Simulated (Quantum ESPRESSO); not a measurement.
# SnO2 (Cassiterite) (P4_2/mnm) in Quantum ESPRESSO: band structure with r2SCAN

Aim: the band structure of SnO2 (Cassiterite) with r2SCAN.

Everything below comes from runs of Quantum ESPRESSO 7.5. Logs are shortened: lines on timing, memory, paths and dates and some standing lists are left out, and cuts for length are marked.

**1. The crystal as given**

The structure is tetragonal, space group P4_2/mnm (No. 136). The conventional cell has a = 4.738 Å, b = 4.738 Å, c = 3.187 Å, α = 90.00°, β = 90.00°, γ = 90.00°. Sn (site symmetry mmm) has 6 O at 2.05 to 2.06 Å as nearest neighbours. Around O (site symmetry m2m) lie 3 Sn at 2.05 to 2.06 Å.

**2. Band structure, r2SCAN**

File pw.in:

```
&CONTROL
  calculation = 'scf'
  prefix = 'pwscf'
  outdir = './tmp'
  pseudo_dir = './pseudo'
  tprnfor = .true.
  tstress = .true.
  disk_io = 'low'
/
&SYSTEM
  ibrav = 0
  celldm(1) = 8
  nat = 6
  ntyp = 2
  ecutwfc = 88
  nbnd = 36
  input_dft = 'r2scan'
  occupations = 'smearing'
  smearing = 'fd'
  degauss = 0.00367493
  nosym = .true.
/
&ELECTRONS
  conv_thr = 1d-08
  electron_maxstep = 120
  mixing_beta = 0.5
/
ATOMIC_SPECIES
Sn   118.7100 Sn_ONCV_PBE-1.2.upf
O     15.9990 O_ONCV_PBE-1.2.upf
CELL_PARAMETERS alat
  1.1191902973096   0.0000000000000   0.0000000000000
  0.0000000000000   1.1191902973096   0.0000000000000
  0.0000000000000   0.0000000000000   0.7527015370150
ATOMIC_POSITIONS crystal
Sn     0.5000000000    0.5000000000    0.5000000000
Sn     0.0000000000    0.0000000000    0.0000000000
O      0.8071000000    0.1929000000    0.5000000000
O      0.6929000000    0.6929000000    0.0000000000
O      0.1929000000    0.8071000000    0.5000000000
O      0.3071000000    0.3071000000    0.0000000000
K_POINTS automatic
5 5 7 0 0 0
```

File bands.in:

```
&CONTROL
  calculation = 'bands'
  prefix = 'pwscf'
  outdir = './tmp'
  pseudo_dir = './pseudo'
  disk_io = 'low'
  verbosity = 'high'
/
&SYSTEM
  ibrav = 0
  celldm(1) = 8
  nat = 6
  ntyp = 2
  ecutwfc = 88
  nbnd = 36
  input_dft = 'r2scan'
  occupations = 'smearing'
  smearing = 'fd'
  degauss = 0.00367493
  nosym = .true.
/
&ELECTRONS
  conv_thr = 1d-08
  electron_maxstep = 120
  mixing_beta = 0.5
  diago_full_acc = .true.
  startingwfc = 'random'
/
ATOMIC_SPECIES
Sn   118.7100 Sn_ONCV_PBE-1.2.upf
O     15.9990 O_ONCV_PBE-1.2.upf
CELL_PARAMETERS alat
  1.1191902973096   0.0000000000000   0.0000000000000
  0.0000000000000   1.1191902973096   0.0000000000000
  0.0000000000000   0.0000000000000   0.7527015370150
ATOMIC_POSITIONS crystal
Sn     0.5000000000    0.5000000000    0.5000000000
Sn     0.0000000000    0.0000000000    0.0000000000
O      0.8071000000    0.1929000000    0.5000000000
O      0.6929000000    0.6929000000    0.0000000000
O      0.1929000000    0.8071000000    0.5000000000
O      0.3071000000    0.3071000000    0.0000000000
K_POINTS crystal
60
 0.0000000000  0.0000000000  0.0000000000 1
 0.0000000000  0.1250000000  0.0000000000 1
 0.0000000000  0.2500000000  0.0000000000 1
 0.0000000000  0.3750000000  0.0000000000 1
 0.0000000000  0.5000000000  0.0000000000 1
 0.1250000000  0.5000000000  0.0000000000 1
 0.2500000000  0.5000000000  0.0000000000 1
 0.3750000000  0.5000000000  0.0000000000 1
 0.5000000000  0.5000000000  0.0000000000 1
 0.4285714286  0.4285714286  0.0000000000 1
 0.3571428571  0.3571428571  0.0000000000 1
 0.2857142857  0.2857142857  0.0000000000 1
 0.2142857143  0.2142857143  0.0000000000 1
 0.1428571429  0.1428571429  0.0000000000 1
 0.0714285714  0.0714285714  0.0000000000 1
 0.0000000000  0.0000000000  0.0000000000 1
 0.0000000000  0.0000000000  0.0714285714 1
 0.0000000000  0.0000000000  0.1428571429 1
 0.0000000000  0.0000000000  0.2142857143 1
 0.0000000000  0.0000000000  0.2857142857 1
 0.0000000000  0.0000000000  0.3571428571 1
 0.0000000000  0.0000000000  0.4285714286 1
 0.0000000000  0.0000000000  0.5000000000 1
 0.0000000000  0.1000000000  0.5000000000 1
 0.0000000000  0.2000000000  0.5000000000 1
 0.0000000000  0.3000000000  0.5000000000 1
 0.0000000000  0.4000000000  0.5000000000 1
 0.0000000000  0.5000000000  0.5000000000 1
 0.1000000000  0.5000000000  0.5000000000 1
 0.2000000000  0.5000000000  0.5000000000 1
 0.3000000000  0.5000000000  0.5000000000 1
 0.4000000000  0.5000000000  0.5000000000 1
 0.5000000000  0.5000000000  0.5000000000 1
 0.4375000000  0.4375000000  0.5000000000 1
 0.3750000000  0.3750000000  0.5000000000 1
 0.3125000000  0.3125000000  0.5000000000 1
 0.2500000000  0.2500000000  0.5000000000 1
 0.1875000000  0.1875000000  0.5000000000 1
 0.1250000000  0.1250000000  0.5000000000 1
 0.0625000000  0.0625000000  0.5000000000 1
 0.0000000000  0.0000000000  0.5000000000 1
 0.0000000000  0.5000000000  0.0000000000 1
 0.0000000000  0.5000000000  0.0555555556 1
 0.0000000000  0.5000000000  0.1111111111 1
 0.0000000000  0.5000000000  0.1666666667 1
 0.0000000000  0.5000000000  0.2222222222 1
 0.0000000000  0.5000000000  0.2777777778 1
 0.0000000000  0.5000000000  0.3333333333 1
 0.0000000000  0.5000000000  0.3888888889 1
 0.0000000000  0.5000000000  0.4444444444 1
 0.0000000000  0.5000000000  0.5000000000 1
 0.5000000000  0.5000000000  0.0000000000 1
 0.5000000000  0.5000000000  0.0625000000 1
 0.5000000000  0.5000000000  0.1250000000 1
 0.5000000000  0.5000000000  0.1875000000 1
 0.5000000000  0.5000000000  0.2500000000 1
 0.5000000000  0.5000000000  0.3125000000 1
 0.5000000000  0.5000000000  0.3750000000 1
 0.5000000000  0.5000000000  0.4375000000 1
 0.5000000000  0.5000000000  0.5000000000 1
```

Potentials or basis: SG15 PBE 1.2.

Run with:

```console
$ OMP_NUM_THREADS=1 mpirun -n 4 pw.x -nk 2 -in pw.in > pw.out
$ OMP_NUM_THREADS=1 mpirun -n 4 pw.x -nk 4 -in bands.in > bands.out
```

pw.out:

```text
This program is part of the open-source Quantum ESPRESSO suite
     for quantum simulation of materials; please cite
         "P. Giannozzi et al., J. Phys.:Condens. Matter 21 395502 (2009);
         "P. Giannozzi et al., J. Phys.:Condens. Matter 29 465901 (2017);
         "P. Giannozzi et al., J. Chem. Phys. 152 154105 (2020);
     in publications or presentations arising from this work. More details at

     IMPORTANT: XC functional enforced from input :
     Exchange-correlation= R2SCAN
                           (   0   0   0   0   0 497 498)
     Any further DFT definition will be discarded
     Please, verify this is what you really want

     K-points division:     npool     =       2
     Subspace diagonalization in iterative solution of the eigenvalue problem:
     a serial algorithm will be used

     --------------------
     sticks:   dense  smooth     PW     G-vecs:    dense   smooth      PW
     Min        1120    1120    320                26908    26908    4033
     Max        1121    1121    321                26911    26911    4034
     Sum        2241    2241    641                53819    53819    8067

     Using Slab Decomposition

     bravais-lattice index     =            0
     lattice parameter (alat)  =       8.0000  a.u.
     unit-cell volume          =     482.7259 (a.u.)^3
     number of atoms/cell      =            6
     number of atomic types    =            2
     number of electrons       =        52.00
     number of Kohn-Sham states=           36
     kinetic-energy cutoff     =      88.0000  Ry
     charge density cutoff     =     352.0000  Ry
     scf convergence threshold =      1.0E-08
     mixing beta               =       0.5000
     number of iterations used =            8  plain     mixing
     Exchange-correlation= R2SCAN
                           (   0   0   0   0   0 497 498)

     celldm(1)=   8.000000  celldm(2)=   0.000000  celldm(3)=   0.000000
     celldm(4)=   0.000000  celldm(5)=   0.000000  celldm(6)=   0.000000

     crystal axes: (cart. coord. in units of alat)
               a(1) = (   1.119190   0.000000   0.000000 )
               a(2) = (   0.000000   1.119190   0.000000 )
               a(3) = (   0.000000   0.000000   0.752702 )

     reciprocal axes: (cart. coord. in units 2 pi/alat)
               b(1) = (  0.893503  0.000000  0.000000 )
               b(2) = (  0.000000  0.893503  0.000000 )
               b(3) = (  0.000000  0.000000  1.328548 )

     PseudoPot. # 1 for Sn read from file:
     Sn_ONCV_PBE-1.2.upf
     Pseudo is Norm-conserving, Zval = 14.0
     Generated using ONCVPSP code by D. R. Hamann
     Using radial grid of  602 points,  6 beta functions with:
                l(1) =   0
                l(2) =   0
                l(3) =   1
                l(4) =   1
                l(5) =   2
                l(6) =   2

     PseudoPot. # 2 for O  read from file:
     O_ONCV_PBE-1.2.upf
     Pseudo is Norm-conserving, Zval =  6.0
     Generated using ONCVPSP code by D. R. Hamann
     Using radial grid of  602 points,  4 beta functions with:
                l(1) =   0
                l(2) =   0
                l(3) =   1
                l(4) =   1

     atomic species   valence    mass     pseudopotential
     Sn               14.00   118.71000     Sn( 1.00)
     O                 6.00    15.99900     O ( 1.00)

     No symmetry found

   Cartesian axes

     site n.     atom                  positions (alat units)
         1        Sn     tau(   1) = (   0.5595951   0.5595951   0.3763508  )
         2        Sn     tau(   2) = (   0.0000000   0.0000000   0.0000000  )
         3        O      tau(   3) = (   0.9032985   0.2158918   0.3763508  )
         4        O      tau(   4) = (   0.7754870   0.7754870   0.0000000  )
         5        O      tau(   5) = (   0.2158918   0.9032985   0.3763508  )
         6        O      tau(   6) = (   0.3437033   0.3437033   0.0000000  )

     number of k points=    88  Fermi-Dirac smearing, width (Ry)=  0.0037
                       cart. coord. in units 2pi/alat
        k(    1) = (   0.0000000   0.0000000   0.0000000), wk =   0.0114286
        k(    2) = (   0.0000000   0.0000000   0.1897925), wk =   0.0228571
        k(    3) = (   0.0000000   0.0000000   0.3795851), wk =   0.0228571
        k(    4) = (   0.0000000   0.0000000   0.5693776), wk =   0.0228571
        k(    5) = (   0.0000000   0.1787006   0.0000000), wk =   0.0228571
        k(    6) = (   0.0000000   0.1787006   0.1897925), wk =   0.0228571
[... 80 lines left out ...]
        k(   87) = (   0.3574012  -0.1787006  -0.3795851), wk =   0.0228571
        k(   88) = (   0.3574012  -0.1787006  -0.1897925), wk =   0.0228571

     Dense  grid:    53819 G-vectors     FFT dimensions: (  54,  54,  36)

     WARNING: libxc functional with ID  497 depends
      on external parameters: check the user_guide of
      QE if you need to modify them or to check their
      default values.

     WARNING: libxc functional with ID  498 depends
      on external parameters: check the user_guide of
      QE if you need to modify them or to check their
      default values.

     Initial potential from superposition of free atoms

     starting charge      51.8229, renormalised to      52.0000
     Starting wfcs are random

     Self-consistent Calculation

     iteration #  1     ecut=    88.00 Ry     beta= 0.50
     Davidson diagonalization with overlap
     ethr =  1.00E-02,  avg # of iterations =  9.9

     total energy              =    -367.14589642 Ry
     estimated scf accuracy    <      84.42707949 Ry

     iteration #  2     ecut=    88.00 Ry     beta= 0.50
     Davidson diagonalization with overlap
     ethr =  1.00E-02,  avg # of iterations =  1.0

     total energy              =    -367.71804998 Ry
     estimated scf accuracy    <      16.58532859 Ry

     iteration #  3     ecut=    88.00 Ry     beta= 0.50
     Davidson diagonalization with overlap
     ethr =  1.00E-02,  avg # of iterations =  1.0

     total energy              =    -367.76882887 Ry
     estimated scf accuracy    <       1.89712106 Ry

     iteration #  4     ecut=    88.00 Ry     beta= 0.50
     Davidson diagonalization with overlap
     ethr =  3.65E-03,  avg # of iterations =  1.0

     total energy              =    -367.78120340 Ry
     estimated scf accuracy    <       0.00340581 Ry

     iteration #  5     ecut=    88.00 Ry     beta= 0.50
     Davidson diagonalization with overlap
     ethr =  6.55E-06,  avg # of iterations =  5.7
[... 29 lines left out ...]
     total energy              =    -367.78156780 Ry
     estimated scf accuracy    <       0.00000022 Ry

     iteration # 10     ecut=    88.00 Ry     beta= 0.50
     Davidson diagonalization with overlap
     ethr =  4.25E-10,  avg # of iterations =  1.3

     total energy              =    -367.78156781 Ry
     estimated scf accuracy    <       0.00000004 Ry

     iteration # 11     ecut=    88.00 Ry     beta= 0.50
     Davidson diagonalization with overlap
     ethr =  8.32E-11,  avg # of iterations =  1.0

     total energy              =    -367.78156781 Ry
     estimated scf accuracy    <       0.00000004 Ry

     iteration # 12     ecut=    88.00 Ry     beta= 0.50
     Davidson diagonalization with overlap
     ethr =  6.91E-11,  avg # of iterations =  1.0

     End of self-consistent calculation

          k = 0.0000 0.0000 0.0000 (  6657 PWs)   bands (ev):

   -10.9620 -10.1098  -9.4224  -9.4224  -9.4219  -9.4004  -9.2133  -9.1151
    -9.1151  -9.1137  -8.9979  -7.7451  -7.7451  -5.4291   2.2235   6.4300
     6.4300   6.5120   7.4361   8.4923   8.6975   9.3957   9.3957   9.7872
     9.7872  10.5333  11.7766  16.9883  17.4362  17.4362  21.6140  21.7742
    23.3901  23.3901  24.1063  24.1779

          k = 0.0000 0.0000 0.1898 (  6722 PWs)   bands (ev):

   -10.8472  -9.9011  -9.7778  -9.7778  -9.4627  -9.3609  -9.2040  -9.1451
    -9.1450  -9.1143  -8.9601  -7.2596  -7.2596  -5.6094   2.2006   6.3707
     6.6213   6.6213   7.2107   7.5693   8.5006   8.6469   8.6469   9.8221
     9.8221  10.3638  13.0466  17.3749  18.3117  18.3117  20.4853  22.9235
    23.3022  23.3022  23.8838  24.0724

          k = 0.0000 0.0000 0.3796 (  6746 PWs)   bands (ev):

   -10.5490 -10.2944 -10.2943  -9.6193  -9.3741  -9.2621  -9.1940  -9.1940
    -9.1803  -9.1184  -8.7787  -6.4474  -6.4474  -6.1649   2.2507   5.2993
     6.2543   6.9570   6.9570   7.5520   7.5520   7.8860   7.9542   9.6569
     9.6569   9.8938  14.9516  17.7797  19.9659  20.1097  20.1097  22.9943
    22.9943  23.0267  23.9407  24.0277

          k = 0.0000 0.0000 0.5694 (  6758 PWs)   bands (ev):

   -10.5954 -10.5954 -10.1790  -9.8479  -9.2311  -9.2311  -9.1599  -9.1525
    -9.1363  -9.1304  -8.0678  -7.0547  -5.8854  -5.8854   2.6765   3.7023
     6.3598   6.3598   6.5061   7.1202   7.8453   7.8453   8.5413   9.2350
     9.3499   9.3499  16.4198  17.3841  20.5105  21.6619  21.6619  21.7492
    22.4971  22.4971  24.1228  24.5578
[... 651 lines left out ...]
   -10.8271 -10.7153  -9.8523  -9.5193  -9.2465  -9.2393  -9.1437  -9.1395
    -9.1359  -9.1308  -8.1002  -7.6409  -5.7809  -5.5889   2.8318   3.2199
     5.3809   5.6966   6.0707   6.7653   8.7905   9.1442   9.3613   9.4741
     9.5771   9.7769  16.3761  16.7290  19.4498  20.3044  21.9159  22.2198
    22.8779  23.4521  24.0997  24.4426

          k = 0.3574-0.1787-0.3796 (  6736 PWs)   bands (ev):

   -10.6079 -10.4895 -10.0462  -9.7562  -9.2699  -9.2534  -9.1938  -9.1873
    -9.1486  -9.1342  -8.2178  -7.5624  -6.2153  -5.8735   3.2030   3.8237
     5.6381   6.1378   6.7895   7.0068   8.5322   9.0249   9.2742   9.4483
     9.6700   9.8823  15.9055  16.6513  19.9899  20.2272  20.6205  21.5092
    23.0600  23.7507  24.0225  24.1324

          k = 0.3574-0.1787-0.1898 (  6731 PWs)   bands (ev):

   -10.6046 -10.3786  -9.8192  -9.7945  -9.3452  -9.3201  -9.1684  -9.1511
    -9.1445  -9.1372  -8.4319  -7.8518  -6.7195  -6.1434   3.5254   4.5015
     6.3428   6.4762   7.6407   7.9799   8.1848   8.8772   9.0778   9.3623
     9.7773   9.9902  15.1107  16.1563  18.9546  19.0129  21.1867  21.9831
    23.3100  23.8820  23.9225  24.2119

     the Fermi energy is    11.1597 ev

!    total energy              =    -367.78156781 Ry
     estimated scf accuracy    <          1.4E-09 Ry
     smearing contrib. (-TS)   =      -0.00000001 Ry
     internal energy E=F+TS    =    -367.78156781 Ry

     The total energy is F=E-TS. E is the sum of the following terms:
     one-electron contribution =     -79.78986560 Ry
     hartree contribution      =      76.17337653 Ry
     xc contribution           =     -56.73114345 Ry
     ewald contribution        =    -307.43393528 Ry

     convergence has been achieved in  12 iterations

     Forces acting on atoms (cartesian axes, Ry/au):

     atom    1 type  1   force =     0.00000171   -0.00000212    0.00000002
     atom    2 type  1   force =    -0.00000149    0.00000194    0.00000004
     atom    3 type  2   force =    -0.00691734    0.00691730   -0.00000011
     atom    4 type  2   force =     0.00691731    0.00691769    0.00000003
     atom    5 type  2   force =     0.00691736   -0.00691737   -0.00000000
     atom    6 type  2   force =    -0.00691755   -0.00691743    0.00000001

     Total force =     0.019565     Total SCF correction =     0.000009

     Computing stress (Cartesian axis) and pressure

          total   stress  (Ry/bohr**3)                   (kbar)     P=       33.49
   0.00020252  -0.00000000  -0.00000000           29.79       -0.00       -0.00
  -0.00000000   0.00020252  -0.00000000           -0.00       29.79       -0.00
  -0.00000000  -0.00000000   0.00027788           -0.00       -0.00       40.88

=------------------------------------------------------------------------------=
   JOB DONE.
=------------------------------------------------------------------------------=
```

Run time: 9.3 min. Hardware: 4 MPI ranks of Arm Neoverse V1, shared host; peak memory 0.64 GiB.

Results:

```
Free energy             : -5003.9231 eV
Pressure                : 3.3 GPa
Largest force           : 0.252 eV/Å
Band gap on the k mesh  : 1.24 eV, direct
Band gap along the path : 1.24 eV, direct
```

Forces in eV/Å, atoms in the order of the input:
```
Sn   0.000  0.000  0.000
Sn   0.000  0.000  0.000
O   -0.178  0.178  0.000
O    0.178  0.178  0.000
O    0.178 -0.178  0.000
O   -0.178 -0.178  0.000
```

Stress tensor (GPa, compression positive):
```
2.98 0.00 0.00
0.00 2.98 0.00
0.00 0.00 4.09
```

Levels at the corners of the path, in eV from the valence-band top:
| point | band 22 | band 23 | band 24 | band 25 | band 26 | band 27 | band 28 | band 29 | band 30 | band 31 |
| --- | --- | --- | --- | --- | --- | --- | --- | --- | --- | --- |
| Γ | -1.14 | -1.14 | -0.75 | -0.75 | 0.00 | 1.24 | 6.45 | 6.90 | 6.90 | 11.08 |
| X | -1.93 | -1.10 | -1.10 | -0.61 | -0.61 | 4.61 | 4.61 | 7.63 | 7.63 | 11.69 |
| M | -1.95 | -1.22 | -1.22 | -0.90 | -0.90 | 5.01 | 5.01 | 8.08 | 8.08 | 11.75 |
| Γ | -1.14 | -1.14 | -0.75 | -0.75 | 0.00 | 1.24 | 6.45 | 6.90 | 6.90 | 11.08 |
| Z | -2.58 | -1.65 | -1.65 | -1.26 | -1.26 | 6.42 | 6.42 | 10.55 | 10.55 | 11.57 |
| R | -1.70 | -1.10 | -1.10 | -0.62 | -0.62 | 6.70 | 6.70 | 8.68 | 8.68 | 11.84 |
| A | -2.40 | -0.96 | -0.96 | -0.84 | -0.84 | 5.11 | 5.11 | 9.60 | 9.60 | 11.85 |
| Z | -2.58 | -1.65 | -1.65 | -1.26 | -1.26 | 6.42 | 6.42 | 10.55 | 10.55 | 11.57 |
| X | -1.93 | -1.10 | -1.10 | -0.61 | -0.61 | 4.61 | 4.61 | 7.63 | 7.63 | 11.69 |
| R | -1.70 | -1.10 | -1.10 | -0.62 | -0.62 | 6.70 | 6.70 | 8.68 | 8.68 | 11.84 |
| M | -1.95 | -1.22 | -1.22 | -0.90 | -0.90 | 5.01 | 5.01 | 8.08 | 8.08 | 11.75 |
| A | -2.40 | -0.96 | -0.96 | -0.84 | -0.84 | 5.11 | 5.11 | 9.60 | 9.60 | 11.85 |

Caveat: the potentials were made for another functional, which shifts forces and pressure; spin-orbit coupling is left out, which moves the levels of the heavy elements. r2SCAN opens gaps a little over a GGA but as a rule still falls short of measured ones.
